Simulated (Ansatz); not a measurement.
# Convergence of a linear-scaling basis for bare Al-Cu alloy nanowire along [110] (26 atoms)

Aim: test how closely localised support functions follow the reference on bare Al-Cu alloy nanowire along [110] (26 atoms), and at what cost. A setting counts as converged where the r.m.s. difference of forces stays under 1 % of the r.m.s. force.

Calculated with Ansatz 0.2.0; Kohn-Sham DFT, PBE, PAW (set soft_2), plane waves.

### Step 1. Starting point

The cell holds 26 atoms: 13 Cu and 13 Al. Cell: a = 17.100 Å, b = 14.728 Å, c = 5.162 Å, α = 90.0°, β = 90.0°, γ = 90.0°. It derives from Al (fcc) and Cu. Hexagon section of size parameter 4.53 Å cut from fcc Al (a = 4.05 Å) along [110], 2 periods, 9 Å of vacuum, 13 atoms Cu at random; minimised with a classical potential (one cell length free). Vacuum lies along a and b. The structure repeats along c.

Limits known from the start: The cell is under 6 Å thick along one periodic direction, so every atom has periodic images of itself close by, which move with it and show among its neighbours and in g(r). The host structure and its lattice constant were typed by rule, without a check against the phase diagram. Beside vacuum, support functions can miss their usual error bounds without a warning.

### Step 2. Plane-wave single point

This run is the reference for what follows, at a cutoff of 420 eV.

The input, input.yaml:

```yaml
crystal:
  lattice:
    - [17.1, 0.0, 0.0]
    - [0.0, 14.72756, 0.0]
    - [0.0, 0.0, 5.16237]
  atoms:
    - { symbol: Cu, position: [0.36794, 0.32408, 0.22542] }
    - { symbol: Cu, position: [0.44153, 0.4437, 0.47745] }
    - { symbol: Al, position: [0.35966, 0.32007, 0.72878] }
    - { symbol: Cu, position: [0.44188, 0.44267, 0.97323] }
    - { symbol: Cu, position: [0.32018, 0.48698, 0.22007] }
    - { symbol: Cu, position: [0.43455, 0.59815, 0.22985] }
    - { symbol: Cu, position: [0.31454, 0.48612, 0.72013] }
    - { symbol: Al, position: [0.43236, 0.59865, 0.72755] }
    - { symbol: Al, position: [0.3013, 0.64349, 0.9721] }
    - { symbol: Cu, position: [0.30528, 0.63631, 0.46662] }
    - { symbol: Cu, position: [0.49119, 0.27095, 0.97373] }
    - { symbol: Al, position: [0.56599, 0.39261, 0.2289] }
    - { symbol: Cu, position: [0.48511, 0.27224, 0.48182] }
    - { symbol: Cu, position: [0.56576, 0.3938, 0.7283] }
    - { symbol: Al, position: [0.56439, 0.55435, 0.98009] }
    - { symbol: Al, position: [0.56041, 0.71849, 0.2395] }
    - { symbol: Al, position: [0.56795, 0.55151, 0.48265] }
    - { symbol: Al, position: [0.56266, 0.72173, 0.73735] }
    - { symbol: Cu, position: [0.42582, 0.75078, 0.9904] }
    - { symbol: Al, position: [0.41679, 0.75921, 0.48643] }
    - { symbol: Al, position: [0.6551, 0.27392, 0.97558] }
    - { symbol: Al, position: [0.63679, 0.25515, 0.47986] }
    - { symbol: Cu, position: [0.69096, 0.45187, 0.97254] }
    - { symbol: Al, position: [0.70055, 0.43675, 0.47622] }
    - { symbol: Cu, position: [0.69158, 0.60505, 0.22481] }
    - { symbol: Al, position: [0.69971, 0.61135, 0.72392] }
kpoints:
  mp_grid: { grid: [1, 1, 4] }
hamiltonian:
  xc: pbe
scf:
  occupations: { method: methfessel_paxton, width: 0.15 }
output:
  forces: true
  populations: true
  dos:
    method: { smearing: { sigma: 0.15 } }
    de: 0.1
    projected: { site_lists: { Al: [Al], Cu: [Cu] } }
  eigenvalues: true
  write_density: true
  write_potential: true
  volumetric_format: npy
  elf: true
```

Launch:

```console
$ ansatz run input.yaml --threads 4 --pin off --max-ram 8192MiB --backend cpu --events-out ev --progress --plain --runs-dir out
```

Numbers of over 12 decimals in the logs are rounded to 6 here.

Output:

```text
Engine: ansatz 0.2.0, x86_64-unknown-linux-gnu
Pseudopotentials: kind: paw
Pseudopotential: Cu, paw, valence charge 19, recommended cutoff 420 eV (normal), Cu.paw.azcp
Pseudopotential: Al, paw, valence charge 3, recommended cutoff 420 eV (normal), Al.paw.azcp
[... 5 lines on functional and potentials left out ...]
Crystal: 26 atoms, lattice volume = 1300.098 Å³
Basis set: ecut = 420 eV, 25473 PW (Γ), exchange–correlation on 240×200×72 points (8 copies of the dense FFT grid, shifted against one another)
Bands: 172, of which v1, the nominal top of the filled ones, is band 143 counted from 1 (142 counted from 0)
Symmetry: 1 space group operations
Space group: P1 (ITA 1), of the structure as read, at distance tolerance 1.1e-4 Å
k-points: 3 of 4 (time reversal used)
[... 5 lines on functional and potentials left out ...]
Initial density: superposition of atomic densities (neutral atoms: chi_scale 0, normalization atom), corrected by the library's trained network
Initial wavefunctions: pseudopotential atomic-orbital guess
Functional: x = pbe(κ = 0.804, μ = 0.219515), c = pbe(β = 0.066725)
SCF iter   1: F=—  HF=-93105.612732 eV  |F-HF|=—  |Δ(HF+E_count)|=         —  Δρ=2.42e-3  dr2=1.76e-1  ethr=1.77e-3  ⟨swp⟩=9.7  Hψ=2565  notcnv=0
preconditioner: auto → LDOS  [insulator: Δε(μ)=0.125 eV  Ē_g=5.904 eV  σ=0.150 eV  W_gap=0.58  n_scr=208 (ndim 8)  ℏωp=13.9 eV  f_vac=0.614  D(μ)=10.71/eV (n_scr^D=32)  ε∞_Penn≈6.5  β→1.0]
SCF iter   2: F=—  HF=-93105.675773 eV  |F-HF|=—  |Δ(HF+E_count)|=   6.30e-2  S|Δr|=    0.00e0  Δρ=4.65e-3  dr2=2.52e-1  ethr=6.17e-5  ⟨swp⟩=3.0  Hψ=1173  notcnv=0  defer=18
SCF iter   3: F=—  HF=-93105.652956 eV  |F-HF|=—  |Δ(HF+E_count)|=   2.28e-2  S|Δr|=    0.00e0  Δρ=3.97e-3  dr2=1.30e-1  ethr=6.17e-5  ⟨swp⟩=2.0  Hψ=904  notcnv=0  defer=18
SCF iter   4: F=—  HF=-93105.628133 eV  |F-HF|=—  |Δ(HF+E_count)|=   2.48e-2  S|Δr|=    0.00e0  Δρ=6.17e-4  dr2=6.10e-3  ethr=4.54e-5  ⟨swp⟩=2.0  Hψ=719  notcnv=0  defer=16
SCF iter   5: F=—  HF=-93105.627836 eV  |F-HF|=—  |Δ(HF+E_count)|=   2.98e-4  S|Δr|=    0.00e0  Δρ=7.25e-4  dr2=4.54e-3  ethr=2.13e-6  ⟨swp⟩=2.0  Hψ=937  notcnv=0  defer=12
SCF iter   6: F=—  HF=-93105.627168 eV  |F-HF|=—  |Δ(HF+E_count)|=   6.68e-4  S|Δr|=    0.00e0  Δρ=1.77e-4  dr2=3.62e-4  ethr=1.59e-6  ⟨swp⟩=2.0  Hψ=812  notcnv=0  defer=12
SCF iter   7: F=—  HF=-93105.627168 eV  |F-HF|=—  |Δ(HF+E_count)|=   2.88e-7  S|Δr|=    0.00e0  Δρ=7.57e-5  dr2=8.90e-5  ethr=1.27e-7  ⟨swp⟩=3.0  Hψ=984  notcnv=0  defer=12
SCF iter   8: F=—  HF=-93105.627070 eV  |F-HF|=—  |Δ(HF+E_count)|=   9.78e-5  S|Δr|=    0.00e0  Δρ=4.26e-5  dr2=3.56e-5  ethr=3.11e-8  ⟨swp⟩=2.0  Hψ=701  notcnv=0  defer=12
SCF iter   9: F=—  HF=-93105.627071 eV  |F-HF|=—  |Δ(HF+E_count)|=   5.62e-7  S|Δr|=    0.00e0  Δρ=1.39e-5  dr2=5.82e-6  ethr=1.25e-8  ⟨swp⟩=2.0  Hψ=686  notcnv=0  defer=12
SCF iter  10: F=—  HF=-93105.627071 eV  |F-HF|=—  |Δ(HF+E_count)|=   4.83e-7  S|Δr|=    0.00e0  Δρ=1.42e-5  dr2=2.67e-6  ethr=2.04e-9  ⟨swp⟩=2.0  Hψ=715  notcnv=0  defer=12
SCF iter  11: F=—  HF=-93105.627071 eV  |F-HF|=—  |Δ(HF+E_count)|=   1.22e-8  S|Δr|=    0.00e0  Δρ=5.09e-6  dr2=5.32e-7  ethr=9.32e-10  ⟨swp⟩=2.0  Hψ=703  notcnv=0  defer=12
SCF iter  12: F=—  HF=-93105.627072 eV  |F-HF|=—  |Δ(HF+E_count)|=   1.95e-7  S|Δr|=    0.00e0  Δρ=2.56e-6  dr2=1.57e-7  ethr=1.86e-10  ⟨swp⟩=2.0  Hψ=719  notcnv=0  defer=12
SCF iter  13: F=-93105.627072 eV  HF=-93105.627072 eV  |F-HF|=6.00e-8  |Δ(HF+E_count)|=   4.35e-8  S|Δr|=    0.00e0  Δρ=2.21e-6  dr2=7.63e-8  ethr=3.50e-11  ⟨swp⟩=23.3  Hψ=4248  notcnv=0
SCF 1 converged in 13 iterations: F = -93105.627072 eV  dr2 = 7.63e-8
  greatest PAW one-centre occupation: 1.000 electrons in one spin orbital (limit 2), on the Cu atom at site 4 (counted from 0), in its partial waves of l = 0
WARN: The output density's exchange-correlation potential varies sharply where the density is thin. Do not read a vacuum level from v_tot or v_xc, or from such a field of the output density. On a cell that repeats whose density bears no net charge and no dipole along the vacuum's axis use v_es (v_loc + v_h of the components); [...]
SCF converged after 13 iterations
Stability not checked: this state was not tested for a lower state beside it, because cold or Methfessel-Paxton smearing, or corrected tetrahedra, fill the levels in a way that the test cannot read (fill_not_monotonic; see scf.lower_state_search)
Free energy (F): -93105.627072 eV
Harris-Foulkes:  -93105.627072 eV  (|F-HF|=6.00e-8)
Internal energy: -93105.624271 eV  (E = F + TS)
E sigma→0 (E₀):  -93105.626371 eV
Entropy (-TS):   -0.002801 eV (-0.108 meV/atom)
Fermi energy:    0.146703 eV
Step filling:    the computed levels leave a gap of 0.0083 eV = 0.1 smearing widths at the electron count; against every level under it full and every level over it empty, smearing changes F+E_penalty+E_count by -13.454 meV and its σ→0 estimate by -12.754 meV
--- Per-component energies (eV) ---
  E_band       = -8961.189941
  E_kinetic    = 4172.433541
  E_local      = -243984.926942  (includes V_loc(G=0)·N_el)
  E_nonlocal   = 5217.437242
  E_hartree    = 116716.113642
  E_xc         = -1659.014014
  E_vxc        = -1848.698136  (∫ρ·V_xc dr)
  E_paw        = -27707.660391  (= ΣΔE_a)
  E_vpaw       = -5949.694523  (= ΣTr[D̂ρ^β])
  E_aug_tail   = 0.003554  (compensation charges beyond the density's cutoff)
  E_ewald      = 54139.989097
  E_smearing   = -0.002801  (= −TS)
  E_closure    = -0.000000  (closes the sum)
  Σ components = -93105.627072   (vs F -93105.627072, Δ=0.00e0)
--- Forces (eV/Å), atoms counted from 1 ---
  atom   1  Cu     0.13378490    -0.00770394     0.02101175
  atom   2  Cu     0.05951810     0.17184750    -0.00119963
  atom   3  Al     0.37180440     0.02506378    -0.04761893
  atom   4  Cu     0.04043093     0.30105035     0.04563937
  atom   5  Cu    -0.20076208     0.10147861    -0.03668064
  atom   6  Cu     0.46680644     0.03847800     0.02370626
  atom   7  Cu     0.10485237     0.28531773     0.03538173
  atom   8  Al    -0.17607376    -0.38546096    -0.08647317
  atom   9  Al    -0.25143883    -0.31306055     0.24116186
  atom  10  Cu     0.14564743    -0.16420171     0.13391777
  atom  11  Cu    -0.06949235     0.24411907     0.08744524
  atom  12  Al    -0.65372393    -0.42445336    -0.12530613
  atom  13  Cu     0.06459163     0.20403385    -0.07536182
  atom  14  Cu     0.15027932    -0.04016523    -0.13722550
[...]
atom  25  Cu    -0.47685743    -0.48414358     0.09405529
  atom  26  Al     0.42557036    -0.11348621     0.17895920
  max |Σ_I F_I| component: 9.27e-5 eV/Å
--- Band table (eV) ---
  k-point 0: bands = ["-113.2193", "-113.0656", "-112.9011", "-112.8922", [... 156 levels ...], "3.0350", "3.2417", "3.2905", "3.5515", "3.7901", "3.9454", "4.0676", "4.2623", "4.3206", "4.3650", "4.4671", "4.5064"]
  k-point 1: bands = ["-113.2193", "-113.0656", "-112.9009", "-112.8924", [... 156 levels ...], "3.2115", "3.2904", "3.4880", "3.6070", "3.7441", "3.9099", "4.2737", "4.3530", "4.4858", "4.6263", "4.6681", "4.8171"]
  k-point 2: bands = ["-113.2193", "-113.0656", "-112.9006", "-112.8926", [... 156 levels ...], "3.6427", "3.6516", "3.8796", "4.0347", "4.1201", "4.2175", "4.5399", "4.6484", "4.7470", "4.9176", "4.9538", "5.1438"]
--- Löwdin populations: 26 sites ---
  site symbol       q [e]
     0     Cu     18.6316
     1     Cu     18.5642
     2     Al      3.7267
[...]
25     Al      3.2441
  spilling = 0.007601 (of n_electrons = 286.000000)
```

Wall time 48 s (4 threads of AMD EPYC 7R43, shared host); peak memory 2.6 GiB; 3 min of CPU time.

The program notes that the exchange-correlation potential is rough where the density is thin.

Read from the output:

| Item | Value |
| --- | --- |
| free energy | -93105.6271 eV |
| free energy per atom | -3580.9857 eV/atom |
| SCF cycles | 13 |
| r.m.s. force component | 0.2238 eV/Å |
| longest force | 0.7894 eV/Å |
| Fermi energy | 0.1467 eV |
| levels partly filled by over 2 per cent | 4 |
| spilling of the projection | 0.007601 |

The r.m.s. force component of 0.22 eV/Å sets the scale for the differences below.

### Step 3. Support functions medium

The cell is solved in localised support functions.

This step: Kohn-Sham DFT, PBE, PAW (set soft_2), localised support functions (medium) (Ansatz 0.2.0).

input.yaml, the sections that differ from step 2:

```yaml
scf:
  occupations: { method: methfessel_paxton, width: 0.15 }
  eigensolver: { kind: { support_functions: { accuracy: medium } } }
  mixing: { beta: 0.4 }
  max_iter: 150
output:
  forces: true
# crystal, kpoints, hamiltonian: as in step 2
```

Output:

```text
Warning: scf.eigensolver.kind.support_functions: disabling space-group detection — the functions' gradient is summed over unrotated k-points, so no spatial operation reduces the k-mesh or symmetrises the density; time reversal is kept, so that k and −k are solved as one point where they differ and the mesh holds both, and exact exchange and, on two spinor components, a DFT+U term hold to it where the run has them: [...]
settings of this run that can trade accuracy for cost: scf.eigensolver.kind.support_functions [...]
[...]
Crystal: 26 atoms, lattice volume = 1300.098 Å³
Basis set: ecut = 420 eV, 25473 PW (Γ), exchange–correlation on 240×200×72 points (8 copies of the dense FFT grid, shifted against one another)
Bands: 172, of which v1, the nominal top of the filled ones, is band 143 counted from 1 (142 counted from 0)
Symmetry: 1 space group operations
k-points: 3 of 4 (time reversal used)
[...]
SCF iter   1: F=—  HF=-93116.185044 eV  |F-HF|=—  |Δ(HF+E_count)|=         —  Δρ=1.15e-1  dr2=1.60e2  ethr=1.00e-1
[...]
SCF iter  16: F=—  HF=-93105.674443 eV  |F-HF|=—  |Δ(HF+E_count)|=   1.80e-4  S|Δr|=    0.00e0  Δρ=5.46e-6  dr2=7.31e-7  ethr=1.33e-9  κ⁻¹=2.7e-5(r=7)
SCF iter  17: F=-93105.674444 eV  HF=-93105.674444 eV  |F-HF|=1.16e-7  |Δ(HF+E_count)|=   9.88e-7  S|Δr|=    0.00e0  Δρ=3.19e-6  dr2=2.58e-7  ethr=2.56e-10
SCF 1 converged in 17 iterations: F = -93105.677368 eV  dr2 = 2.58e-7
[...]
SCF converged after 17 iterations
[...]
Free energy (F): -93105.677368 eV
[...]
Internal energy: -93105.674595 eV  (E = F + TS)
E sigma→0 (E₀):  -93105.676675 eV
Entropy (-TS):   -0.002774 eV (-0.107 meV/atom)
Fermi energy:    0.146325 eV
[...]
Σ components = -93105.677368   (vs F -93105.677368, Δ=0.00e0)
--- Forces (eV/Å), atoms counted from 1 ---
  atom   1  Cu     0.13632701    -0.00521431     0.02109733
  atom   2  Cu     0.05817257     0.17126171    -0.00141374
  atom   3  Al     0.37223128     0.02546030    -0.04765491
  atom   4  Cu     0.03933200     0.30043331     0.04602250
[...]
atom  26  Al     0.42502376    -0.11379009     0.17910010
  max |Σ_I F_I| component: 1.16e-3 eV/Å
--- Band table (eV) ---
[...]
guard bands above this table: 25 of the run's 172 bands (output.publish_guard_bands: true publishes all)
[...]
```

The job ended after 1.9 min (4 threads; peak memory 2.3 GiB).

The program notes that the band table was not solved further than the SCF left it and it switched symmetry off.

Keys that differ from the reference: support_functions.accuracy = "medium", scf.max_iter = 150 and scf.mixing.beta = 0.4.

Forces differ from the reference by 0.86 meV/Å r.m.s., 0.39 % of their size, within a tolerance of 1 %; the energy by -1.9 meV/atom. It took 1.9 min and 17 cycles; the reference's time can't be set against it, since the two runs asked for unlike analyses.

### Step 4. Support functions low

With localised support functions most steps grow linearly with size, though the diagonalisation grows faster unless the density matrix is cut; this run measures error and cost at this size.

This step: Kohn-Sham DFT, PBE, PAW (set soft_2), localised support functions (low) (Ansatz 0.2.0).

input.yaml, the sections that differ from step 3:

```yaml
scf:
  occupations: { method: methfessel_paxton, width: 0.15 }
  eigensolver: { kind: { support_functions: { accuracy: low } } }
  mixing: { beta: 0.4 }
  max_iter: 150
# crystal, kpoints, hamiltonian, output: as in step 3
```

Output:

```text
[...]
Crystal: 26 atoms, lattice volume = 1300.098 Å³
Basis set: ecut = 420 eV, 25473 PW (Γ), exchange–correlation on 240×200×72 points (8 copies of the dense FFT grid, shifted against one another)
Bands: 172, of which v1, the nominal top of the filled ones, is band 143 counted from 1 (142 counted from 0)
Symmetry: 1 space group operations
k-points: 3 of 4 (time reversal used)
[...]
SCF iter   1: F=—  HF=-93116.176169 eV  |F-HF|=—  |Δ(HF+E_count)|=         —  Δρ=1.15e-1  dr2=1.60e2  ethr=1.00e-1
[...]
SCF iter  14: F=—  HF=-93105.673715 eV  |F-HF|=—  |Δ(HF+E_count)|=   2.71e-4  S|Δr|=    0.00e0  Δρ=2.17e-5  dr2=8.86e-6  ethr=2.80e-8  κ⁻¹=6.7e-5(r=7)
SCF iter  15: F=-93105.673938 eV  HF=-93105.673934 eV  |F-HF|=4.32e-6  |Δ(HF+E_count)|=   2.19e-4  S|Δr|=    0.00e0  Δρ=1.68e-5  dr2=3.76e-6  ethr=3.10e-9
SCF 1 converged in 15 iterations: F = -93105.677326 eV  dr2 = 3.76e-6
[...]
SCF converged after 15 iterations
[...]
Free energy (F): -93105.677326 eV
[...]
Internal energy: -93105.674553 eV  (E = F + TS)
E sigma→0 (E₀):  -93105.676633 eV
Entropy (-TS):   -0.002774 eV (-0.107 meV/atom)
Fermi energy:    0.146325 eV
[...]
Σ components = -93105.677326   (vs F -93105.677326, Δ=0.00e0)
--- Forces (eV/Å), atoms counted from 1 ---
  atom   1  Cu     0.13619122    -0.00552112     0.02104463
  atom   2  Cu     0.05818801     0.17129977    -0.00140929
  atom   3  Al     0.37224510     0.02536858    -0.04767734
  atom   4  Cu     0.03933999     0.30059024     0.04607164
[...]
atom  26  Al     0.42511006    -0.11373563     0.17911759
  max |Σ_I F_I| component: 9.13e-4 eV/Å
--- Band table (eV) ---
[...]
```

Run time: 1.7 min. Hardware: 4 threads; peak memory 2.2 GiB; 6.3 min of CPU time.

Keys that differ from the reference: support_functions.accuracy = "low", scf.max_iter = 150 and scf.mixing.beta = 0.4.

Forces differ from the reference by 0.81 meV/Å r.m.s., 0.36 % of their size, within a tolerance of 1 %; the energy by -1.9 meV/atom. It took 1.7 min and 15 cycles; the reference's time can't be set against it, since the two runs asked for unlike analyses.

### Step 5. Support functions high

The cell is solved in localised support functions.

This step: Kohn-Sham DFT, PBE, PAW (set soft_2), localised support functions (high) (Ansatz 0.2.0).

input.yaml, the sections that differ from step 4:

```yaml
scf:
  occupations: { method: methfessel_paxton, width: 0.15 }
  eigensolver: { kind: { support_functions: { accuracy: high } } }
  mixing: { beta: 0.4 }
  max_iter: 150
# crystal, kpoints, hamiltonian, output: as in step 4
```

Output:

```text
[...]
Crystal: 26 atoms, lattice volume = 1300.098 Å³
Basis set: ecut = 420 eV, 25473 PW (Γ), exchange–correlation on 240×240×80 points (8 copies of the dense FFT grid, shifted against one another)
Bands: 172, of which v1, the nominal top of the filled ones, is band 143 counted from 1 (142 counted from 0)
Symmetry: 1 space group operations
k-points: 3 of 4 (time reversal used)
[...]
SCF iter   1: F=—  HF=-93117.154800 eV  |F-HF|=—  |Δ(HF+E_count)|=         —  Δρ=1.15e-1  dr2=1.64e2  ethr=1.00e-1
[...]
SCF iter  20: F=—  HF=-93105.675526 eV  |F-HF|=—  |Δ(HF+E_count)|=   3.65e-5  S|Δr|=    0.00e0  Δρ=6.36e-7  dr2=5.51e-9  ethr=7.51e-12  κ⁻¹=3.2e-5(r=7)
SCF iter  21: F=-93105.675559 eV  HF=-93105.675559 eV  |F-HF|=3.11e-9  |Δ(HF+E_count)|=   3.29e-5  S|Δr|=    0.00e0  Δρ=2.87e-7  dr2=1.47e-9  ethr=1.93e-12
SCF 1 converged in 21 iterations: F = -93105.676396 eV  dr2 = 1.47e-9
[...]
SCF converged after 21 iterations
[...]
Free energy (F): -93105.676396 eV
[...]
Internal energy: -93105.673609 eV  (E = F + TS)
E sigma→0 (E₀):  -93105.675699 eV
Entropy (-TS):   -0.002786 eV (-0.107 meV/atom)
Fermi energy:    0.146282 eV
[...]
Σ components = -93105.676396   (vs F -93105.676396, Δ=0.00e0)
--- Forces (eV/Å), atoms counted from 1 ---
  atom   1  Cu     0.13618508    -0.00551279     0.02116157
  atom   2  Cu     0.05806110     0.17123584    -0.00160204
  atom   3  Al     0.37217112     0.02546298    -0.04765242
  atom   4  Cu     0.03920544     0.30028525     0.04598825
[...]
atom  26  Al     0.42501822    -0.11376789     0.17899135
  max |Σ_I F_I| component: 2.16e-4 eV/Å
--- Band table (eV) ---
[...]
```

Elapsed: 4.8 min, on 4 threads; peak memory 3.8 GiB.

Keys that differ from the reference: support_functions.accuracy = "high", scf.max_iter = 150 and scf.mixing.beta = 0.4.

Forces differ from the reference by 0.78 meV/Å r.m.s., 0.35 % of their size, within a tolerance of 1 %; the energy by -1.9 meV/atom. It took 4.8 min and 21 cycles; the reference's time can't be set against it, since the two runs asked for unlike analyses.

(Continued in part 2 of 3.)

[Logs are printed without paths, hosts, clocks, repeated set-up lines and the standing remarks that a program may print on its own settings, such as how far it seeks lower states.]

[Hosts, paths, dates, database ids (printed as entryN), source tags and the programs' standing remarks are cut or masked in the printed files.]
